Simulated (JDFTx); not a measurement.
BAs: equation of state with PBEsol

**Experimental background.**

From “Basic Physical Properties of Cubic Boron Arsenide”, 2019, arxiv:1911.11281, for a bulk crystal of BAs: bulk modulus 148 GPa.

Crystal: BAs.

```
As B
1.0
     0.00000    2.38850    2.38850
     2.38850    0.00000    2.38850
     2.38850    2.38850    0.00000
As B
1 1
Direct
  0.75000 0.75000 0.75000
  0.00000 0.00000 0.00000
```

* Program: JDFTx 1.7.0 (patched build)
* Task: equation of state
* Functional: PBEsol
* Potentials or basis: PseudoDojo-SR-PBEsol-0.4.1-standard with smoothed tails
* Cutoff: 1143 eV
* Density cutoff: 9143 eV
* k mesh: 10 × 10 × 10
* Occupations: fermi-dirac, width 0.05 eV
* Spin: no spin polarisation
* Local potential set to -Z/r beyond: 6 bohr
* Bands: 15
* Density cutoff over wavefunction cutoff: 8
* Max SCF steps: 100
* SCF threshold on the energy: 1e-09 Ha
* Solver of the electrons: scf

The equilibrium volume is 13.56 Å³/atom. The bulk modulus is 140 GPa and the pressure derivative of the bulk modulus is 4.1.

Energy against volume, from the lowest point:
```
volume (Å³/atom)  energy (meV/atom)
          12.809              19.76
          13.081               7.62
          13.354               1.22
          13.626               0.00
          13.899               3.46
          14.171              11.14
          14.444              22.63
```

Against the measured bulk modulus of BAs, 148 GPa (quoted in “Basic Physical Properties of Cubic Boron Arsenide”, 2019, arxiv:1911.11281), the calculated 140 GPa is off by -5.3 %. The fit is for a static lattice scaled at fixed shape and fixed fractional positions.
